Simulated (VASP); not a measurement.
Wanted: the native input for a VASP 6.6.1 run.

```
Task                   : relaxation of cell and atoms
Functional             : PBEsol
Potentials or basis    : VASP PAW PBE potentials, release 64 (In_d, Sb)
Cutoff                 : 600 eV
k mesh                 : 9 × 9 × 9
Occupations            : gaussian, width 0.02 eV
Spin                   : no spin polarisation
Further INCAR settings : ALGO = Normal; EDIFF = 1e-06; IBRION = 2; EDIFFG = -0.02; NSW = 60; ISIF = 3
```

The structure of InSb lies in POSCAR:

```
InSb
1.0
    0.0000000000      3.3166107100      3.3166107100
    3.3166107100      0.0000000000      3.3166107100
    3.3166107100      3.3166107100      0.0000000000
In Sb
1 1
Direct
    0.2500000000      0.2500000000      0.2500000000
    0.0000000000      0.0000000000      0.0000000000
```

The cell is a database's computed one.

One way to write it, as run:

INCAR

```
SYSTEM = InSb
ALGO     = Normal         ! electronic algorithm
EDIFF    = 1E-6           ! SCF threshold, eV
EDIFFG   = -0.02          ! ionic threshold
ENCUT    = 600            ! plane-wave cutoff, eV
GGA      = PS             ! functional
IBRION   = 2              ! ionic algorithm
ISIF     = 3              ! what is computed and relaxed
ISMEAR   = 0              ! smearing method
KPAR     = 4            
LASPH    = .True.         ! aspherical terms in the spheres
LCHARG   = .False.        ! write CHGCAR
LREAL    = .False.        ! projectors in reciprocal space
LWAVE    = .False.        ! write WAVECAR
NELM     = 100            ! most SCF steps
NSW      = 60             ! ionic steps
PREC     = Accurate       ! precision mode
SIGMA    = 0.02           ! smearing width, eV
```

KPOINTS

```
k-points
0
Gamma
  9 9 9
  0 0 0
```

Potentials or basis: VASP PAW PBE potentials, release 64 (In_d, Sb).

Command:

```sh
$ cat potpaw_PBE.64/In_d/POTCAR potpaw_PBE.64/Sb/POTCAR > POTCAR
$ mpirun -np 4 vasp_std > vasp.out
```

Results of the run:

```yaml
Relaxed_volume: 34.67 Å³/atom
Relaxed_cell: a = 4.611 Å, b = 4.611 Å, c = 4.611 Å, α = 60.00°, β = 60.00°, γ = 60.00°
Space_group_after_relaxing_to_0.05_Å: F-43m (No. 216)
Energy_gained_by_relaxing: 11.5 meV/atom
Ionic_steps: 3
Pressure_after_relaxing: 0.0 GPa
Band_gap_on_the_k_mesh: none (metal or under the smearing width)
```

Caveat: the PAW data sets were made with another functional, which shifts forces and pressure a little; this crystal is a semiconductor, whose small gap the functional closes, so the metal is an error of the method.

Run time: 28 s on 4 MPI ranks on Intel(R) Xeon(R) 6975P-C (Granite Rapids), on a shared host, peak memory 0.25 GiB a rank.
